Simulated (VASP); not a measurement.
# TiPbO3 (P4mm) in VASP: a series of runs, part 2 of 2

VASP 6.6.1.

### Step 4. Phonons, PBEsol

This run uses another cell than the first one, of 12.55 Å³/atom, 0.896 times its volume.

POSCAR

```
TiPbO3
1.0
    3.8768596581      0.0000000000      0.0000000000
    0.0000000000      3.8768596581     -0.0000000000
    0.0000000000     -0.0000000000      4.1765726513
  Ti              Pb              O
     1     1     3
Direct
     0.5000000000000000    0.5000000000000000    0.5364967332039774
     0.0000000000000000    1.0000000000000000    0.9991278221178517
     0.5000000000000000    0.5000000000000000    0.1110739504037532
     0.5000000000000000    0.0000000000000000    0.6172507471372124
     0.0000000000000000    0.5000000000000000    0.6172507471372124
```

INCAR.step1

```
PREC     = Accurate       # precision mode
ENCUT    = 600            # plane-wave cutoff, eV
EDIFF    = 1E-8           # SCF threshold, eV
ISMEAR   = 0              # smearing method
SIGMA    = 0.03           # smearing width, eV
LREAL    = False          # projectors in reciprocal space
LASPH    = True           # aspherical terms in the spheres
NELM     = 80             # most SCF steps
ALGO     = Normal         # electronic algorithm
ISIF     = 3              # what is computed and relaxed
LWAVE    = False          # write WAVECAR
LCHARG   = False          # write CHGCAR
GGA      = PS             # functional
KPAR     = 2            
IBRION   = 2              # ionic algorithm
NSW      = 40             # ionic steps
EDIFFG   = -0.002         # ionic threshold
```

INCAR.step2

```
PREC     = Accurate       # precision mode
ENCUT    = 600            # plane-wave cutoff, eV
EDIFF    = 1E-8           # SCF threshold, eV
ISMEAR   = 0              # smearing method
SIGMA    = 0.03           # smearing width, eV
LREAL    = False          # projectors in reciprocal space
LASPH    = True           # aspherical terms in the spheres
NELM     = 80             # most SCF steps
ALGO     = Normal         # electronic algorithm
ISIF     = 2              # what is computed and relaxed
LWAVE    = False          # write WAVECAR
LCHARG   = False          # write CHGCAR
GGA      = PS             # functional
KPAR     = 2            
IBRION   = 6              # ionic algorithm
NFREE    = 2            
POTIM    = 0.015          # step
NSW      = 1              # ionic steps
```

KPOINTS

```
regular mesh
0
Gamma
  8 8 8
```

Potentials or basis: VASP PAW PBE potentials, release 64 (Ti_sv, Pb_d, O).

Started as:

```console
cat potpaw_PBE.64/Ti_sv/POTCAR potpaw_PBE.64/Pb_d/POTCAR potpaw_PBE.64/O/POTCAR > POTCAR
cp INCAR.step1 INCAR
mpirun -np 2 vasp_std > vasp.out
cp CONTCAR POSCAR
cp INCAR.step2 INCAR
mpirun -np 2 vasp_std > vasp.out
```

OUTCAR:

```text
PREC = Accurate
   ENCUT = 600
   EDIFF = 1E-8
   ISMEAR = 0
   LREAL = False
   LASPH = True
   NELM = 80
   ISIF = 2
   GGA = PS
   IBRION = 6
   NFREE = 2
   POTIM = 0.015
   NSW = 1

 ion  position               nearest neighbor table
   1  0.500  0.500  0.537-   3 1.78   4 1.97   5 1.97   4 1.97   5 1.97   3 2.40   2 3.35   2 3.35
                             2 3.35   2 3.35
   2  0.000  0.000  0.999-   4 2.51   5 2.51   5 2.51   4 2.51   3 2.78   3 2.78   3 2.78   3 2.78
                             1 3.35   1 3.35   1 3.35   1 3.35
   3  0.500  0.500  0.111-   1 1.78   1 2.40   2 2.78   2 2.78   2 2.78   2 2.78
   4  0.500  0.000  0.617-   1 1.97   1 1.97   2 2.51   2 2.51
   5  0.000  0.500  0.617-   1 1.97   1 1.97   2 2.51   2 2.51

  LATTYP: Found a simple tetragonal cell.
 ALAT       =     3.8768813361
 C/A-ratio  =     1.0773435167

  Lattice vectors:

 A1 = (   3.8768813361,   0.0000000000,   0.0000000000)
 A2 = (   0.0000000000,   3.8768813361,   0.0000000000)
 A3 = (   0.0000000000,   0.0000000000,   4.1767329725)

Analysis of symmetry for initial positions (statically):
=====================================================================
 Subroutine PRICEL returns:
 Original cell was already a primitive cell.

 Routine SETGRP: Setting up the symmetry group for a
 simple tetragonal supercell.

 Subroutine GETGRP returns: Found  8 space group operations
 (whereof  8 operations were pure point group operations)
 out of a pool of 16 trial point group operations.

The static configuration has the point symmetry C_4v.

Analysis of symmetry for dynamics (positions and initial velocities):
=====================================================================
 Subroutine PRICEL returns:
 Original cell was already a primitive cell.

 Routine SETGRP: Setting up the symmetry group for a
 simple tetragonal supercell.

 Subroutine GETGRP returns: Found  8 space group operations
 (whereof  8 operations were pure point group operations)
 out of a pool of 16 trial point group operations.

The dynamic configuration has the point symmetry C_4v.

 Subroutine INISYM returns: Found  8 space group operations
 (whereof  8 operations are pure point group operations),
 and found     1 'primitive' translations

----------------------------------------------------------------------------------------

                                     Primitive cell

  volume of cell :      62.7772

  direct lattice vectors                    reciprocal lattice vectors
     3.876881336  0.000000000  0.000000000     0.257939285  0.000000000  0.000000000
     0.000000000  3.876881336  0.000000000     0.000000000  0.257939285  0.000000000
     0.000000000  0.000000000  4.176732972     0.000000000  0.000000000  0.239421578

[... 139 lines left out ...]

  energy without entropy =      -39.82901976  energy(sigma->0) =      -39.82901976

------------------------ aborting loop because EDIFF is reached ----------------------------------------

  FORCE on cell =-STRESS in cart. coord.  units (eV):
  Direction    XX          YY          ZZ          XY          YZ          ZX
  --------------------------------------------------------------------------------------
  -------------------------------------------------------------------------------------
  Total       -0.0015171     -0.0015171     -0.0000215      0.0000000      0.0000000      0.0000000
  in kB       -0.0387197     -0.0387197     -0.0005500      0.0000000      0.0000000      0.0000000
  external PRESSURE =      -0.0259965 kB  Pullay stress =       0.0000000 kB
[... 98 lines left out ...]
  FREE ENERGIE OF THE ION-ELECTRON SYSTEM (eV)
  ---------------------------------------------------
  free  energy   TOTEN  =       -39.8283885073 eV

  energy  without entropy=      -39.8283885073  energy(sigma->0) =      -39.82838851

[... ionic steps 4 to 16 ...]

--------------------------------------- Ionic step       17  -------------------------------------------

 number of electron      43.9999997 magnetization

------------------------ aborting loop because EDIFF is reached ----------------------------------------
[... 73 lines left out ...]
--------------------------------------- Ionic step       19  -------------------------------------------

 number of electron      43.9999997 magnetization

 Free energy of the ion-electron system (eV)
  ---------------------------------------------------
  ext. energy  EPLUGINS =         0.00000000
  ---------------------------------------------------
  free energy    TOTEN  =       -39.82845921 eV

  energy without entropy =      -39.82845921  energy(sigma->0) =      -39.82845921

 E-fermi :   6.2649     XC(G=0): -11.6486

 val. band max:        6.1045151304   @ k =   0.0000   0.5000   0.0000
 cond. band min:       7.7564231517   @ k =   0.0000   0.0000   0.5000
 fundamental gap:      1.6519080213
 Fermi energy:         6.2649273012

 k-point     1 :       0.0000    0.0000    0.0000
  band No.  band energies     occupation
      1     -50.4836      2.00000
      2     -26.9495      2.00000
      3     -26.8320      2.00000
      4     -26.8307      2.00000
      5     -12.0610      2.00000
      6     -10.9954      2.00000
[... 685 lines left out ...]
     25       9.5280      0.00000
     26       9.6769      0.00000

 [... further k-points ...]

------------------------ aborting loop because EDIFF is reached ----------------------------------------

  FORCE on cell =-STRESS in cart. coord.  units (eV):
  Direction    XX          YY          ZZ          XY          YZ          ZX
  --------------------------------------------------------------------------------------
  -------------------------------------------------------------------------------------
  Total       -0.0315633      0.0518675     -0.0117660      0.0000000      0.0000000      0.0000000
  in kB       -0.8055483      1.3237446     -0.3002880      0.0000000      0.0000000      0.0000000
  external PRESSURE =       0.0726361 kB  Pullay stress =       0.0000000 kB
[... 20 lines left out ...]
  FREE ENERGIE OF THE ION-ELECTRON SYSTEM (eV)
  ---------------------------------------------------
  free  energy   TOTEN  =       -39.8284592144 eV

  energy  without entropy=      -39.8284592144  energy(sigma->0) =      -39.82845921

 INTERNAL STRAIN TENSORS FROM DISPLACED ATOMS
 ============================================

 INTERNAL STRAIN TENSOR FOR ION    1 for displacements in x,y,z  (eV/Angst):
          X           Y           Z          XY          YZ          ZX
  --------------------------------------------------------------------------------
  x     0.00000     0.00000     0.00000     0.00000     0.00000    -0.79715
  y     0.00000     0.00000     0.00000     0.00000    -0.79718     0.00000
  z     3.23257     3.23257   -31.03990     0.00000     0.00000     0.00000

 INTERNAL STRAIN TENSOR FOR ION    5 for displacements in x,y,z  (eV/Angst):
          X           Y           Z          XY          YZ          ZX
  --------------------------------------------------------------------------------
  x     0.00000     0.00000     0.00000     0.00000     0.00000     0.78552
  y     0.00000     0.00000     0.00000     0.00000     2.72595     0.00000
  z    -3.56254     2.03237     0.80528     0.00000     0.00000     0.00000

 Eigenvectors and eigenvalues of the dynamical matrix
 ----------------------------------------------------

   1 f  =   19.465977 THz   122.308343 2PiTHz  649.315112 cm-1    80.504777 meV
             X         Y         Z           dx          dy          dz
      1.938441  1.938441  2.240878     0.000000    0.000000    0.394903
      0.000000  0.000000  4.173098     0.000000    0.000000   -0.029828
      1.938441  1.938441  0.463847     0.000000    0.000000   -0.890846
      1.938441  0.000000  2.578090     0.000000   -0.000000    0.157411
      0.000000  1.938441  2.578090    -0.000000    0.000000    0.157411
[... 105 lines left out ...]
  15 f/i=    0.014172 THz     0.089042 2PiTHz    0.472712 cm-1     0.058609 meV
             X         Y         Z           dx          dy          dz
      1.938441  1.938441  2.240878    -0.128570   -0.376183   -0.000000
      0.000000  0.000000  4.173098    -0.266833   -0.780727   -0.000000
      1.938441  1.938441  0.463847    -0.074924   -0.219222   -0.000000
      1.938441  0.000000  2.578090    -0.075114   -0.219087   -0.000000
      0.000000  1.938441  2.578090    -0.074879   -0.219777   -0.000000

 ELASTIC MODULI CONTR FROM IONIC RELAXATION (kBar)
 Direction    XX          YY          ZZ          XY          YZ          ZX
 --------------------------------------------------------------------------------
 XX        -364.9668   -184.7734   -431.1381      0.0000      0.0000     -0.0000
 YY        -184.7734   -364.9668   -431.1381      0.0000     -0.0000     -0.0000
 ZZ        -431.1381   -431.1381  -2269.4038      0.0000     -0.0000     -0.0000
 XY           0.0000      0.0000      0.0000      0.0000      0.0000      0.0000
 YZ           0.0000     -0.0000     -0.0000      0.0000   -283.6011     -0.0000
 ZX          -0.0000     -0.0000     -0.0000      0.0000     -0.0000   -283.5987
 --------------------------------------------------------------------------------
```

Wall time 14 min (2 MPI ranks of Intel Xeon Platinum 8559C (Emerald Rapids), shared host); peak memory 0.6 GiB.

Results:

```
Highest phonon frequency at Γ, LO-TO splitting left out : 649 cm⁻¹
```

Phonon frequencies in cm⁻¹ (negative: imaginary):
```
              q point                                          frequencies
(0.000, 0.000, 0.000)  0 0 0 88 88 148 200 200 272 272 275 352 496 496 649
```

Caveat: the PAW data sets were made with another functional, which shifts forces and pressure a little. Spin-orbit coupling is left out, which matters for the levels of Pb.

### Step 5. Dielectric tensor, PBEsol

This run uses another cell than the first one, of 12.56 Å³/atom, 0.896 times its volume.

INCAR

```
PREC     = Accurate       # precision mode
ENCUT    = 600            # plane-wave cutoff, eV
EDIFF    = 1E-8           # SCF threshold, eV
ISMEAR   = 0              # smearing method
SIGMA    = 0.03           # smearing width, eV
LREAL    = False          # projectors in reciprocal space
LASPH    = True           # aspherical terms in the spheres
NELM     = 80             # most SCF steps
ALGO     = Normal         # electronic algorithm
ISIF     = 2              # what is computed and relaxed
LWAVE    = False          # write WAVECAR
LCHARG   = False          # write CHGCAR
GGA      = PS             # functional
LEPSILON = True           # dielectric tensor by DFPT
KPAR     = 2
```

KPOINTS

```
regular mesh
0
Monkhorst-Pack
  10 10 8
```

POSCAR

```
TiPbO3                                  
1.0
    3.8768813361      0.0000000000      0.0000000000
    0.0000000000      3.8768813361      0.0000000000
    0.0000000000      0.0000000000      4.1767329725
  Ti              Pb              O             
     1     1     3
Direct
     0.5000000000000000    0.5000000000000000    0.5365144824533448
     0.0000000000000000    0.0000000000000000    0.9991297867416071
     0.5000000000000000    0.5000000000000000    0.1110550862115889
     0.5000000000000000    0.0000000000000000    0.6172503222967295
     0.0000000000000000    0.5000000000000000    0.6172503222967295
```

Potentials or basis: VASP PAW PBE potentials, release 64 (Ti_sv, Pb_d, O).

Started as:

```console
cat potpaw_PBE.64/Ti_sv/POTCAR potpaw_PBE.64/Pb_d/POTCAR potpaw_PBE.64/O/POTCAR > POTCAR
mpirun -np 2 vasp_std > vasp.out
```

OUTCAR:

```text
PREC = Accurate
   ENCUT = 600
   EDIFF = 1E-8
   ISMEAR = 0
   LREAL = False
   LASPH = True
   NELM = 80
   ISIF = 2
   GGA = PS
   LEPSILON = True

 ion  position               nearest neighbor table
   1  0.500  0.500  0.537-   3 1.78   4 1.97   5 1.97   4 1.97   5 1.97   3 2.40   2 3.35   2 3.35
                             2 3.35   2 3.35
   2  0.000  0.000  0.999-   4 2.51   5 2.51   5 2.51   4 2.51   3 2.78   3 2.78   3 2.78   3 2.78
                             1 3.35   1 3.35   1 3.35   1 3.35
   3  0.500  0.500  0.111-   1 1.78   1 2.40   2 2.78   2 2.78   2 2.78   2 2.78
   4  0.500  0.000  0.617-   1 1.97   1 1.97   2 2.51   2 2.51
   5  0.000  0.500  0.617-   1 1.97   1 1.97   2 2.51   2 2.51

  LATTYP: Found a simple tetragonal cell.
 ALAT       =     3.8768813361
 C/A-ratio  =     1.0773435167

  Lattice vectors:

 A1 = (   3.8768813361,   0.0000000000,   0.0000000000)
 A2 = (   0.0000000000,   3.8768813361,   0.0000000000)
 A3 = (   0.0000000000,   0.0000000000,   4.1767329725)

Analysis of symmetry for initial positions (statically):
=====================================================================
 Subroutine PRICEL returns:
 Original cell was already a primitive cell.

 Routine SETGRP: Setting up the symmetry group for a
 simple tetragonal supercell.

 Subroutine GETGRP returns: Found  8 space group operations
 (whereof  8 operations were pure point group operations)
 out of a pool of 16 trial point group operations.

The static configuration has the point symmetry C_4v.

Analysis of symmetry for dynamics (positions and initial velocities):
=====================================================================
 Subroutine PRICEL returns:
 Original cell was already a primitive cell.

 Routine SETGRP: Setting up the symmetry group for a
 simple tetragonal supercell.

 Subroutine GETGRP returns: Found  8 space group operations
 (whereof  8 operations were pure point group operations)
 out of a pool of 16 trial point group operations.

[... 898 lines left out ...]
  free energy    TOTEN  =        -1.17367668 eV

  energy without entropy =       -1.17367668

------------------------ aborting loop because EDIFF is reached ----------------------------------------

--------------------------------------- Ionic step        2  -------------------------------------------

------------------------ aborting loop because EDIFF is reached ----------------------------------------

--------------------------------------- Ionic step        3  -------------------------------------------

 Free energy of the ion-electron system (eV)
  ---------------------------------------------------
  ---------------------------------------------------
  free energy    TOTEN  =        -1.07430410 eV

  energy without entropy =       -1.07430410

------------------------ aborting loop because EDIFF is reached ----------------------------------------

 PIEZOELECTRIC TENSOR FIELD DIRECTION 3  (e Angst)
 -----------------------------------------------------------------------------
    -0.89308  0.00000  0.00000           (  0.33111  0.00000  0.00000)
     0.00000 -0.89308  0.00000           (  0.00000  0.33111  0.00000)
     0.00000  0.00000  1.14138           (  0.00000  0.00000 -1.23779)

 PIEZOELECTRIC TENSOR FIELD DIRECTION 3  (C/m^2)
 -----------------------------------------------------------------------------
    -0.22793  0.00000  0.00000
     0.00000 -0.22793  0.00000
     0.00000  0.00000  0.29130

 MACROSCOPIC STATIC DIELECTRIC TENSOR (including local field effects in DFT)
 ------------------------------------------------------
           7.415015     0.000000     0.000000
           0.000000     7.415015     0.000000
          -0.000000     0.000000     6.826936
 ------------------------------------------------------

 PIEZOELECTRIC TENSOR (including local field effects)  for field in x, y, z        (e  Angst)
          XX          YY          ZZ          XY          YZ          ZX
  --------------------------------------------------------------------------------
  x     0.00000     0.00000     0.00000     0.00000     0.00000    -0.13272
  y     0.00000     0.00000     0.00000     0.00000    -0.13272     0.00000
  z    -0.89308    -0.89308     1.14138     0.00000     0.00000     0.00000

 PIEZOELECTRIC TENSOR (including local field effects)  for field in x, y, z        (C/m^2)
          XX          YY          ZZ          XY          YZ          ZX
  --------------------------------------------------------------------------------
  x     0.00000     0.00000     0.00000     0.00000     0.00000    -0.03387
  y     0.00000     0.00000     0.00000     0.00000    -0.03387     0.00000
  z    -0.22793    -0.22793     0.29130     0.00000     0.00000     0.00000

 BORN EFFECTIVE CHARGES (including local field effects) (in |e|, cummulative output)
 ---------------------------------------------------------------------------------
 ion    1
    1     6.19130     0.00000     0.00000
    2     0.00000     6.19130     0.00000
    3     0.00000     0.00000     5.23303
 ion    2
    1     3.75438     0.00000     0.00000
    2     0.00000     3.75438     0.00000
    3     0.00000     0.00000     3.45701
 ion    3
    1    -2.12940     0.00000    -0.00000
    2     0.00000    -2.12940     0.00000
    3     0.00000     0.00000    -4.42372
 ion    4
    1    -2.63851     0.00000     0.00000
    2     0.00000    -5.17778     0.00000
    3     0.00000     0.00000    -2.13316
 ion    5
    1    -5.17778     0.00000     0.00000
    2     0.00000    -2.63851     0.00000
    3     0.00000     0.00000    -2.13316
```

Run time: 15 min. Hardware: 2 MPI ranks of Intel Xeon Platinum 8559C (Emerald Rapids), shared host; peak memory 0.92 GiB.

What came out:

```yaml
Electronic_dielectric_tensor_diagonal: 7.42, 7.42, 6.83
Born_charges_mean_of_the_diagonal: Ti +5.87; Pb +3.66; O -2.89, -3.32 e
```

Levels at points of the mesh, in eV from the valence-band top:
| k point | band 18 | band 19 | band 20 | band 21 | band 22 | band 23 | band 24 | band 25 | band 26 |
| --- | --- | --- | --- | --- | --- | --- | --- | --- | --- |
| (0.05, 0.05, 0.06) | -2.20 | -1.83 | -1.76 | -1.38 | -1.29 | 1.89 | 2.89 | 2.94 | 4.52 |

Electronic dielectric tensor:
```
7.42 0.00 0.00
0.00 7.42 0.00
0.00 0.00 6.83
```

Born effective charge tensors (e):
atom 1, Ti
```
6.19 0.00 0.00
0.00 6.19 0.00
0.00 0.00 5.23
```
atom 2, Pb
```
3.75 0.00 0.00
0.00 3.75 0.00
0.00 0.00 3.46
```
atom 3, O
```
-2.13  0.00  0.00
 0.00 -2.13  0.00
 0.00  0.00 -4.42
```
atom 4, O
```
-2.64  0.00  0.00
 0.00 -5.18  0.00
 0.00  0.00 -2.13
```
atom 5, O
```
-5.18  0.00  0.00
 0.00 -2.64  0.00
 0.00  0.00 -2.13
```

Caveat: the PAW data sets were made with another functional, which shifts forces and pressure a little.
